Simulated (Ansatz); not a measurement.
Ionic part of the dielectric constant of BN at 30 GPa, mode by mode

These are results of DFT PBEsol, scalar-relativistic, plane waves, PAW (Ansatz 0.2.0), not measurements. Plane waves to 420 eV; Γ-centred k mesh 12×12×12; fixed occupations. No spin polarisation. Phonons by linear response, acoustic sum rule imposed.

The structure is cubic, space group F-43m (No. 216). Conventional cell: a = 3.524 Å, b = 3.524 Å, c = 3.524 Å, α = 90.00°, β = 90.00°, γ = 90.00°. B (site symmetry -43m) is surrounded by 4 N at 1.53 Å. Around N (site symmetry -43m) lie 4 B at 1.53 Å.

The primitive cell has V = 10.94 Å³ and ε∞,zz = 4.570. Each polar mode adds Δε = (4.92064×10⁷/V)·S/ν² along z, with S its oscillator strength in e²/amu, ν in cm⁻¹ and V in Å³.

Question: From these modes, find each Δε and ε0,zz.
| ν (cm⁻¹) | S_zz (e²/amu) |
| --- | --- |
| 1138.0 | 0.5725 |

Answer:
```
ν (cm⁻¹)    Δε
  1138.0  1.99
```

The sum is 1.988, so ε0,zz = 6.56; the run's tensor has 6.56.

Question: Where do the longitudinal modes lie for a wave vector along z?

Answer: At 1363 cm⁻¹. The Lyddane–Sachs–Teller product Π(ν_LO/ν_TO)² = 1.44 matches ε0/ε∞ = 1.44.

Cost: 1 run of about 0.4 core-minutes, on Intel Xeon Processor @ 2.50GHz (Skylake/Cascade Lake) (shared hosts).

The lattice adds 1.99 to the static dielectric constant of cubic BN, clearly less than the electrons do, even though the bond is polar. With two atoms per primitive cell, there is only one threefold-degenerate polar optical mode, so this mode carries the whole ionic response. Its contribution is modest because the short, strongly covalent B–N bonds resist the relative displacement of the two sublattices. The light atoms raise the frequency but aren't themselves the reason: the reduced mass enters both the oscillator strength and the squared frequency and cancels, leaving the Born effective charge squared over the restoring force constant.

That same effective charge produces the macroscopic field that lifts the longitudinal mode from 1138.0 to 1363 cm⁻¹, with the electronic screening limiting the shift. The Lyddane–Sachs–Teller agreement follows from harmonic lattice dynamics and confirms internal consistency, not the accuracy of the functional. A single compressed volume also can't show how far pressure changes the ionic part, since bond stiffening and any change in effective charge both enter.
